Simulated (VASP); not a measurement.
## Al under changes of volume

One of the cells (16.935 Å³/atom); the others are scaled copies at fixed shape and fractional positions:

```xyz
1
Lattice="0.0000 2.0382 2.0382 2.0382 0.0000 2.0382 2.0382 2.0382 0.0000" Properties=species:S:1:pos:R:3 pbc="T T T"
Al    0.0000    0.0000    0.0000
```

- Program: VASP 6.6.1
- Functional: r2SCAN
- Potentials or basis: VASP PAW PBE potentials, release 64 (Al)
- Cutoff: 520 eV
- k mesh: 11 × 11 × 11
- Occupations: fermi-dirac, width 0.05 eV
- Spin: no spin polarisation

| volume (Å³/atom) | energy over the lowest point (meV/atom) | pressure (GPa) |
| --- | --- | --- |
| 15.607 | 1.37 | 1.7 |
| 15.939 | 0.00 | -0.3 |
| 16.271 | 2.51 | -2.0 |
| 16.935 | 17.64 | -5.1 |
| 17.267 | ? | ? |
| 17.599 | 44.02 | -7.5 |

Q: What does the run at 17.267 Å³/atom give?

A: Energy over the lowest point 29.58 meV/atom; pressure -6.4 GPa.

Worked out: A Birch-Murnaghan fit of order 3 (a polynomial in V^(-2/3)) to the other rows has its minimum at 15.88 Å³/atom with B0 = V·E''(V) = 91 GPa and B' = 4.2. It gives 29.57 meV/atom at 17.267 Å³/atom, against the run's 29.58, and -dE/dV = -6.4 GPa, against -6.4.

Energies are extrapolated to zero smearing.

Caveats: the PAW data sets were made with another functional, which shifts forces and pressure a little.
